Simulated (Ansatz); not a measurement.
Crystal: CaO.

```
Ca O
1.0
     0.00000    2.40356    2.40356
     2.40356    0.00000    2.40356
     2.40356    2.40356    0.00000
Ca O
1 1
Direct
  0.00000 0.00000 0.00000
  0.50000 0.50000 0.50000
```

The cell is a database's computed one.

Base run:

```yaml
Program: Ansatz 0.2.0
Functional: r2SCAN
Potentials_or_basis: Ansatz PAW
Cutoff: "500 eV (not typed: the program's choice for these potentials)"
k_mesh: 10 × 10 × 10
Occupations: fixed
Spin: no spin polarisation
```

Its results: band gap on the k mesh 4.20 eV, indirect (least direct gap 4.58 eV); electronic dielectric tensor (diagonal) 3.52.

Question: The run is repeated on the same cell with these changes: functional from r2SCAN to PBEsol; cutoff from 500 eV (not typed: the program's choice for these potentials) to 420 eV (not typed: the program's choice for these potentials). What comes out?

Answer: Band gap on the k mesh 3.56 eV, indirect (least direct gap 3.93 eV); electronic dielectric tensor (diagonal) 3.84.

r2SCAN gives the wider gap, since meta-GGAs in the generalised Kohn-Sham scheme recover part of the derivative discontinuity.

A k mesh can miss the band edges.
